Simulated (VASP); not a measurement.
# Settings for CuI: self-consistent run

CuI, P4/nmm (no. 129), 4 atoms in the cell. PBE with TS; PAW potentials I, Cu (PBE set). VASP 6.6.1.

Wanted: energy within 2 meV/atom; pressure within 0.1 GPa.

POSCAR:
```
CuI
1.0
    4.0901961900      0.0000000000      0.0000000000
    0.0000000000      4.0901961900      0.0000000000
    0.0000000000      0.0000000000      6.5514580400
I Cu
2 2
Direct
    0.0000000000      0.5000000000      0.7430343600
    0.5000000000      0.0000000000      0.2569656400
    0.0000000000      0.0000000000      0.0000000000
    0.5000000000      0.5000000000      0.0000000000
```

## Inputs of the Tkatchenko-Scheffler term

| Inputs of the Tkatchenko-Scheffler term | Energy less reference (meV/atom) | Pressure (GPa) | SCF iterations | Time (s) |
|---|---|---|---|---|
| default | 0.0 | -0.11 | 17 | 53 |
| VDW_RADIUS = 15 | 3.9 | -0.06 | 17 | 55 |
| VDW_RADIUS = 100 | -0.1 | -0.11 | 17 | 51 |
| VDW_SR = 0.9 | -26.9 | -0.63 | 17 | 49 |
| VDW_D = 15.0 | -5.6 | -0.14 | 17 | 47 |
| VDW_ALPHA = 35.000 42.000, VDW_C6AU = 385.000 253.000 | 0.0 | -0.11 | 17 | 51 |
| VDW_ALPHA = 35.000 42.000, VDW_C6AU = 423.500 278.300 | -24.4 | -0.26 | 17 | 55 |

Chosen: default; no other choice that stays within half of the tolerance saves 30 % of the time.

## The input

INCAR:
```
PREC = Accurate
ENCUT = 520
EDIFF = 1E-7
ISMEAR = 0
SIGMA = 0.02
LREAL = F
LASPH = T
ALGO = Normal
NELM = 100
ISIF = 2
LWAVE = F
LCHARG = F
IVDW = 2
```

KPOINTS:
```
k-points
0
Gamma
  5 5 3
```

Commands:
```
cat potpaw_PBE.64/I/POTCAR potpaw_PBE.64/Cu/POTCAR > POTCAR
mpirun -np 1 vasp_std > vasp.out
```

The chosen input took VASP 6.6.1 53 s on 1 core (Intel Xeon Platinum 8259CL @ 2.50GHz (Skylake/Cascade Lake)), a shared host.
